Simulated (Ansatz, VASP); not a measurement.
# RbBr: VASP beside Ansatz

INCAR

```
PREC = Accurate
ENCUT = 520
EDIFF = 1E-6
ISMEAR = -1
SIGMA = 0.02
LREAL = False
LASPH = True
NELM = 60
ALGO = Normal
ISIF = 2
LWAVE = False
LCHARG = False
GGA = PE
NBANDS = 15
```

Contents of KPOINTS:

```
regular mesh
0
Gamma
  6 6 6
```

File POSCAR:

```
RbBr
1.0
    0.0000000000      3.4608260516      3.4608260516
    3.4608260516      0.0000000000      3.4608260516
    3.4608260516      3.4608260516      0.0000000000
Rb Br
1 1
Direct
    0.0000000000      0.0000000000      0.0000000000
    0.5000000000      0.5000000000      0.5000000000
```

Input for Ansatz:

```yaml
crystal:
  lattice:
    - [0.0, 3.4608260516, 3.4608260516]
    - [3.4608260516, 0.0, 3.4608260516]
    - [3.4608260516, 3.4608260516, 0.0]
  atoms:
    - { symbol: Rb, position: [0.0, 0.0, 0.0] }
    - { symbol: Br, position: [0.5, 0.5, 0.5] }
kpoints:
  mp_grid: { grid: [6, 6, 6] }
  band_path:
    path:
      - [0.0, 0.0, 0.0]
      - [0.5, 0.0, 0.5]
      - [0.625, 0.25, 0.625]
      - [0.375, 0.375, 0.75]
      - [0.5, 0.5, 0.5]
      - [0.5, 0.25, 0.75]
    npoints: 1
hamiltonian:
  xc: pbe
scf:
  occupations: { method: fermi_dirac, width: 0.02 }
  n_extra_bands: 4
output:
  forces: true
  stress: true
  eigenvalues: true
```

The cell was built by a generator and needn't be a form met in nature.

Alike in both runs: task single point; functional PBE; k mesh 6 × 6 × 6; occupations fermi-dirac, width 0.02 eV; no spin polarisation.

```csv
,VASP,Ansatz
version,VASP 6.6.1,Ansatz 0.2.0
potentials or method,"VASP PAW PBE potentials, release 64 (Rb_sv, Br)","plane waves, PAW"
plane-wave cutoff (eV),520,420
valence electrons in the cell,16,16
```

Ansatz gave:

- gap on the k mesh at the Fermi level (eV): 4.29
- pressure (GPa): 0.5

What did VASP give for the same quantities?

gap on the k mesh at the Fermi level (eV): 4.29; pressure (GPa): 0.6.

With one functional, cell and mesh, what is left measures potentials, basis and numerics.
